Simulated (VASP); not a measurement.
# Si (Fd-3m) in VASP: settings compared, part 2 of 2

VASP 6.6.1.

### Step 3. Dielectric tensor, PBE

File INCAR:

```
SYSTEM = Si
PREC = Accurate
ENCUT = 600
EDIFF = 1E-8
ISMEAR = 0
SIGMA = 0.03
LREAL = .False.
LASPH = .True.
NELM = 80
ALGO = Fast
ISIF = 2
LWAVE = .False.
LCHARG = .False.
GGA = PE
LEPSILON = .True.
```

File KPOINTS:

```
regular mesh
0
Monkhorst
  14 14 14
  0 0 0
```

File POSCAR:

```
Si                                      
1.0
    0.0000000000      2.7342968687      2.7342968687
    2.7342968687      0.0000000000      2.7342968687
    2.7342968687      2.7342968687      0.0000000000
  Si            
     2
Direct
     0.7500000000000000    0.7500000000000000    0.7500000000000000
     0.5000000000000000    0.5000000000000000    0.5000000000000000
```

Potentials or basis: VASP PAW PBE potentials, release 64 (Si).

Run with:

```sh
> cat potpaw_PBE.64/Si/POTCAR > POTCAR
> mpirun -np 1 vasp_std > vasp.out
```

OUTCAR:

```text
SYSTEM = Si
   PREC = Accurate
   ENCUT = 600
   EDIFF = 1E-8
   ISMEAR = 0
   LREAL = .False.
   LASPH = .True.
   NELM = 80
   ISIF = 2
   GGA = PE
   LEPSILON = .True.

 ion  position               nearest neighbor table
   1  0.750  0.750  0.750-   2 2.37   2 2.37   2 2.37   2 2.37
   2  0.500  0.500  0.500-   1 2.37   1 2.37   1 2.37   1 2.37

  LATTYP: Found a face centered cubic cell.
 ALAT       =     5.4685937374

  Lattice vectors:

 A1 = (   0.0000000000,   2.7342968687,   2.7342968687)
 A2 = (   2.7342968687,   0.0000000000,   2.7342968687)
 A3 = (   2.7342968687,   2.7342968687,   0.0000000000)

Analysis of symmetry for initial positions (statically):
=====================================================================
 Subroutine PRICEL returns:
 Original cell was already a primitive cell.

 Routine SETGRP: Setting up the symmetry group for a
[... 490 lines left out ...]

 Free energy of the ion-electron system (eV)
  ---------------------------------------------------
  ---------------------------------------------------
  free energy    TOTEN  =        -1.45688062 eV

  energy without entropy =       -1.45688062

------------------------ aborting loop because EDIFF is reached ----------------------------------------

 PIEZOELECTRIC TENSOR FIELD DIRECTION 3  (e Angst)
 -----------------------------------------------------------------------------
    -0.00145  0.00000  0.00000           ( -0.00000  0.00000  0.00000)
     0.00000 -0.00145  0.00000           (  0.00000 -0.00000  0.00000)
     0.00000  0.00000  0.00044           (  0.00000  0.00000  0.00001)

 PIEZOELECTRIC TENSOR FIELD DIRECTION 3  (C/m^2)
 -----------------------------------------------------------------------------
    -0.00057  0.00000  0.00000
     0.00000 -0.00057  0.00000
     0.00000  0.00000  0.00017

 MACROSCOPIC STATIC DIELECTRIC TENSOR (including local field effects in DFT)
 ------------------------------------------------------
          12.975930     0.000000    -0.000000
           0.000000    12.975930    -0.000000
          -0.000000     0.000000    12.975930
 ------------------------------------------------------

 PIEZOELECTRIC TENSOR (including local field effects)  for field in x, y, z        (e  Angst)
          XX          YY          ZZ          XY          YZ          ZX
  --------------------------------------------------------------------------------
  x    -0.00000    -0.00000    -0.00000     0.00000    -0.00000    -0.00000
  y    -0.00000     0.00000    -0.00000    -0.00000     0.00000     0.00000
  z     0.00000     0.00000     0.00000    -0.00000    -0.00000     0.00000

 PIEZOELECTRIC TENSOR (including local field effects)  for field in x, y, z        (C/m^2)
          XX          YY          ZZ          XY          YZ          ZX
  --------------------------------------------------------------------------------
  x    -0.00000    -0.00000    -0.00000     0.00000    -0.00000    -0.00000
  y    -0.00000     0.00000    -0.00000    -0.00000     0.00000     0.00000
  z     0.00000     0.00000     0.00000    -0.00000    -0.00000     0.00000

 BORN EFFECTIVE CHARGES (including local field effects) (in |e|, cummulative output)
 ---------------------------------------------------------------------------------
 ion    1
    1     0.00000    -0.00000    -0.00000
    2     0.00000     0.00000    -0.00000
    3    -0.00000    -0.00000     0.00000
 ion    2
    1    -0.00000     0.00000     0.00000
    2    -0.00000    -0.00000     0.00000
    3     0.00000     0.00000    -0.00000
```

OSZICAR:

```text
N       E                     dE             d eps       ncg     rms          rms(c)
DAV:   1     0.113397851706E+02    0.11340E+02   -0.36923E+03  4480   0.906E+02
DAV:   2    -0.106968685987E+02   -0.22037E+02   -0.21309E+02  6872   0.895E+01
[... 12 lines left out ...]
RMM:   6    -0.145592789899E+01   -0.10542E-02   -0.34872E-05 19856   0.442E-02    0.181E-02
RMM:   7    -0.145681202620E+01   -0.88413E-03   -0.13959E-05 19132   0.297E-02    0.193E-03
RMM:   8    -0.145687692803E+01   -0.64902E-04   -0.31431E-07 20780   0.363E-03    0.638E-04
RMM:   9    -0.145687908969E+01   -0.21617E-05   -0.63593E-08 19829   0.183E-03    0.293E-04
RMM:  10    -0.145688053696E+01   -0.14473E-05   -0.80240E-08 19627   0.325E-04    0.506E-05
RMM:  11    -0.145688015137E+01    0.38559E-06   -0.92753E-08 13632   0.613E-05    0.138E-05
RMM:  12    -0.145688062133E+01   -0.46996E-06    0.64605E-11  8138   0.467E-05    0.176E-06
```

Run time: 27 min. Hardware: 1 thread of AMD EPYC 7R13 (Zen 3), shared host; peak memory 0.74 GiB.

Results:

```
Electronic dielectric tensor (diagonal) : 12.98
Born charges (mean of the diagonal)     : Si +0.00 e
```

Electronic dielectric tensor:
```
12.98  0.00  0.00
 0.00 12.98  0.00
 0.00  0.00 12.98
```

Born effective charge tensors (e):
atom 1, Si
```
0.00 0.00 0.00
0.00 0.00 0.00
0.00 0.00 0.00
```
atom 2, Si
```
0.00 0.00 0.00
0.00 0.00 0.00
0.00 0.00 0.00
```

### Step 4. Elastic constants, PBEsol

This run uses another cell than the first one, of 20.08 Å³/atom, 0.982 times its volume.

File POSCAR:

```
Si
1.0
    0.0000000000      2.7178477094      2.7178477094
    2.7178477094      0.0000000000      2.7178477094
    2.7178477094      2.7178477094      0.0000000000
  Si
     2
Direct
     0.7500000000000000    0.7500000000000000    0.7500000000000000
     0.5000000000000000    0.5000000000000000    0.5000000000000000
```

File INCAR.step1:

```
SYSTEM = Si
PREC = Accurate ; ENCUT = 600
EDIFF = 1E-8 ; ISMEAR = 0
SIGMA = 0.03 ; LREAL = .False.
LASPH = .True. ; NELM = 80
ALGO = Normal ; ISIF = 3
LWAVE = .False. ; LCHARG = .False.
GGA = PS ; IBRION = 2
NSW = 40 ; EDIFFG = -0.002
```

File INCAR.step2:

```
SYSTEM = Si
PREC = Accurate ; ENCUT = 600
EDIFF = 1E-8 ; ISMEAR = 0
SIGMA = 0.03 ; LREAL = .False.
LASPH = .True. ; NELM = 80
ALGO = Normal ; ISIF = 3
LWAVE = .False. ; LCHARG = .False.
GGA = PS ; IBRION = 6
NFREE = 2 ; POTIM = 0.015
NSW = 1
```

File KPOINTS:

```
regular mesh
0
Gamma
  10 10 10
  0 0 0
```

Run with:

```sh
> cat potpaw_PBE.64/Si/POTCAR > POTCAR
> cp INCAR.step1 INCAR
> mpirun -np 1 vasp_std > vasp.out
> cp CONTCAR POSCAR
> cp INCAR.step2 INCAR
> mpirun -np 1 vasp_std > vasp.out
```

It took 3.4 min on 1 thread of Intel Xeon 6975P-C (Granite Rapids), shared host; peak memory 0.3 GiB.

It converged, with:

| Property | Result |
| --- | --- |
| Elastic constants C11, C12, C44 | 156, 62, 74 GPa |
| Voigt bulk modulus | 94 GPa |
| Highest phonon frequency at Γ | 508 cm⁻¹ |

Phonon frequencies in cm⁻¹ (negative: imaginary):
| q point | frequencies |
| --- | --- |
| (0.000, 0.000, 0.000) | 0 0 0 508 508 508 |

Elastic tensor in Voigt notation (GPa, in the Cartesian axes of the cell as first typed):
```
156  62  62   0   0   0
 62 156  62   0   0   0
 62  62 156   0   0   0
  0   0   0  74   0   0
  0   0   0   0  74   0
  0   0   0   0   0  74
```

Clamped-ion elastic tensor (GPa):
```
156  62  62   0   0   0
 62 156  62   0   0   0
 62  62 156   0   0   0
  0   0   0 103   0   0
  0   0   0   0 103   0
  0   0   0   0   0 103
```

Caveat: the PAW data sets were made with another functional, which shifts forces and pressure a little.

### Step 5. Phonons, r2SCAN

This run uses another cell than the first one, of 20.12 Å³/atom, 0.984 times its volume.

File POSCAR:

```
Si
1.0
    0.0000000000      2.7197975463      2.7197975463
    2.7197975463      0.0000000000      2.7197975463
    2.7197975463      2.7197975463      0.0000000000
  Si
     2
Direct
     0.7500000000000000    0.7500000000000000    0.7500000000000000
     0.5000000000000000    0.5000000000000000    0.5000000000000000
```

File INCAR.step1:

```
SYSTEM = Si
PREC = Accurate
ENCUT = 600
EDIFF = 1E-8
ISMEAR = 0
SIGMA = 0.03
LREAL = .FALSE.
LASPH = .TRUE.
NELM = 80
ALGO = Normal
ISIF = 3
LWAVE = .FALSE.
LCHARG = .FALSE.
METAGGA = R2SCAN
LMIXTAU = .TRUE.
IBRION = 2
NSW = 40
EDIFFG = -0.002
```

File INCAR.step2:

```
SYSTEM = Si
PREC = Accurate
ENCUT = 600
EDIFF = 1E-8
ISMEAR = 0
SIGMA = 0.03
LREAL = .FALSE.
LASPH = .TRUE.
NELM = 80
ALGO = Normal
ISIF = 2
LWAVE = .FALSE.
LCHARG = .FALSE.
METAGGA = R2SCAN
LMIXTAU = .TRUE.
IBRION = 6
NFREE = 2
POTIM = 0.015
NSW = 1
```

File KPOINTS:

```
Automatic mesh
0
G
  10 10 10
  0 0 0
```

Potentials or basis: VASP PAW PBE potentials, release 64 (Si).

Run with:

```sh
> cat potpaw_PBE.64/Si/POTCAR > POTCAR
> cp INCAR.step1 INCAR
> mpirun -np 1 vasp_std > vasp.out
> cp CONTCAR POSCAR
> cp INCAR.step2 INCAR
> mpirun -np 1 vasp_std > vasp.out
```

OUTCAR:

```text
SYSTEM = Si
   PREC = Accurate
   ENCUT = 600
   EDIFF = 1E-8
   ISMEAR = 0
   LREAL = .FALSE.
   LASPH = .TRUE.
   NELM = 80
   ISIF = 2
   METAGGA = R2SCAN
   IBRION = 6
   NFREE = 2
   POTIM = 0.015
   NSW = 1

 ion  position               nearest neighbor table
   1  0.750  0.750  0.750-   2 2.36   2 2.36   2 2.36   2 2.36
   2  0.500  0.500  0.500-   1 2.36   1 2.36   1 2.36   1 2.36

[... 581 lines left out ...]
  x     0.00000     0.00000     0.00000     0.00000    -9.50593     0.00000
  y     0.00000     0.00000     0.00000     0.00000     0.00000    -9.50593
  z     0.00000     0.00000     0.00000    -9.50593     0.00000     0.00000

 INTERNAL STRAIN TENSOR FOR ION    2 for displacements in x,y,z  (eV/Angst):
          X           Y           Z          XY          YZ          ZX
  --------------------------------------------------------------------------------
  x     0.00000     0.00000     0.00000     0.00000     9.50593     0.00000
  y     0.00000     0.00000     0.00000     0.00000     0.00000     9.50593
  z     0.00000     0.00000     0.00000     9.50593     0.00000     0.00000

 Eigenvectors and eigenvalues of the dynamical matrix
 ----------------------------------------------------

   1 f  =   15.547939 THz    97.690584 2PiTHz  518.623434 cm-1    64.301082 meV
             X         Y         Z           dx          dy          dz
      4.079696  4.079696  4.079696     0.000000   -0.707107    0.000000
      2.719798  2.719798  2.719798     0.000000    0.707107    0.000000
[... 21 lines left out ...]
   6 f  =    0.000000 THz     0.000000 2PiTHz    0.000000 cm-1     0.000000 meV
             X         Y         Z           dx          dy          dz
      4.079696  4.079696  4.079696     0.000000    0.000000    0.707107
      2.719798  2.719798  2.719798     0.000000    0.000000    0.707107

 ELASTIC MODULI CONTR FROM IONIC RELAXATION (kBar)
 Direction    XX          YY          ZZ          XY          YZ          ZX
 --------------------------------------------------------------------------------
 XX           0.0000      0.0000      0.0000      0.0000      0.0000      0.0000
 YY           0.0000      0.0000      0.0000      0.0000      0.0000      0.0000
 ZZ           0.0000      0.0000      0.0000      0.0000      0.0000      0.0000
 XY           0.0000      0.0000      0.0000   -259.0428      0.0000      0.0000
 YZ           0.0000      0.0000      0.0000      0.0000   -259.0428      0.0000
 ZX           0.0000      0.0000      0.0000      0.0000      0.0000   -259.0428
 --------------------------------------------------------------------------------
```

Run time: 7.3 min. Hardware: 1 thread of AMD EPYC 9R45 (Zen 5), shared host; peak memory 0.22 GiB.

What came out:

| Quantity | Value |
| --- | --- |
| Highest phonon frequency at Γ | 519 cm⁻¹ |

Phonon frequencies in cm⁻¹ (negative: imaginary):
| q point | frequencies |
| --- | --- |
| (0.000, 0.000, 0.000) | 0 0 0 519 519 519 |

Caveat: the PAW data sets were made with another functional, which shifts forces and pressure a little.
